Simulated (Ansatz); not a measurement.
## Ba: computed DOS

```yaml
crystal:
  lattice:
    - [3.95017, 0.00000, 0.00000]
    - [0.00000, 3.95017, 0.00000]
    - [0.00000, 0.00000, 3.95017]
  atoms:
    - { symbol: Ba, position: [0.00000, 0.00000, 0.00000] }
```

The cell was built from the sc type and relaxed in the same program, and has space group Pm-3m; it needn't be a known or the stable phase.

Spin–orbit coupling is left out, though it moves levels of the heavy atoms by tenths of an eV or more.

Computed with DFT, PBE, all-electron LAPW, scalar-relativistic (Ansatz 0.2.0).

Sampling and basis: a Γ-centred 13×13×13 k mesh, Fermi–Dirac smearing of 0.05 eV, basis error target 0.25 meV/atom, no spin polarisation.

States per eV and cell, averaged over 0.4 eV, from -2.6 to 1.2 eV, with energies (bin centres) from the Fermi level; empty bins are left out. 

```json
{"E (eV)": "-2.5", "total": "0.04"}
{"E (eV)": "-2.1", "total": "0.16"}
{"E (eV)": "-1.7", "total": "0.27"}
{"E (eV)": "-1.3", "total": "0.40"}
{"E (eV)": "-0.9", "total": "0.91"}
{"E (eV)": "-0.5", "total": "2.33"}
{"E (eV)": "-0.1", "total": "0.93"}
{"E (eV)": "0.3", "total": "1.79"}
{"E (eV)": "0.7", "total": "3.54"}
{"E (eV)": "1.1", "total": "2.42"}
```
